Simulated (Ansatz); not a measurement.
BaSnO3:
```cif
data_BaO3Sn
_chemical_formula_sum 'Ba1 Sn1 O3'
_space_group_name_H-M_alt 'Pm-3m'
_space_group_IT_number 221
_space_group_name_Hall '-P 4 2 3'
_cell_length_a 4.13130
_cell_length_b 4.13130
_cell_length_c 4.13130
_cell_angle_alpha 90.000
_cell_angle_beta 90.000
_cell_angle_gamma 90.000
loop_
_atom_site_label
_atom_site_type_symbol
_atom_site_symmetry_multiplicity
_atom_site_Wyckoff_symbol
_atom_site_fract_x
_atom_site_fract_y
_atom_site_fract_z
_atom_site_occupancy
Ba1 Ba 1 a 0.00000 0.00000 0.00000 1
Sn1 Sn 1 b 0.50000 0.50000 0.50000 1
O1 O 3 c 0.00000 0.50000 0.50000 1
```

Relaxed with r²SCAN. Plane-wave PAW r²SCAN (Ansatz code) gives a gap of 1.56 eV.

What gap does HSE06 give on the same cell (Ansatz, PAW)?

2.51 eV, 0.95 eV more. The hybrid was solved on a coarser mesh and at special points; its gap is the smallest among all of these.

```tsv
k	v1 r²SCAN	c1 r²SCAN	v1 HSE06	c1 HSE06
Γ	-0.48	1.56	-0.44	2.51
R	0.00	5.97	?	?
M	-0.05	7.45	?	?
X	-1.00	5.60	?	?
```

Top valence (v1) and lowest conduction level (c1) in eV from each method's valence maximum (which need not be a listed point): supply the withheld HSE06 values.


- R, v1 HSE06: 0.00
- R, c1 HSE06: 6.93
- M, v1 HSE06: -0.05
- M, c1 HSE06: 8.67
- X, v1 HSE06: -1.06
- X, c1 HSE06: 6.77

Cost on shared cores: the r²SCAN run (SCF on a 7×7×7 mesh, then bands and DOS) roughly 40 core-seconds, the HSE06 run (SCF on 4×4×4, then a few points) around 100 core-seconds (rough); the tasks are unlike.

The r²SCAN relaxation kept the symmetry of its start; phonons on a q-mesh show no instability. Scalar-relativistic: spin–orbit coupling is off unless named, which matters more the heavier the elements.

Potentials: the later of the program's two PAW sets.
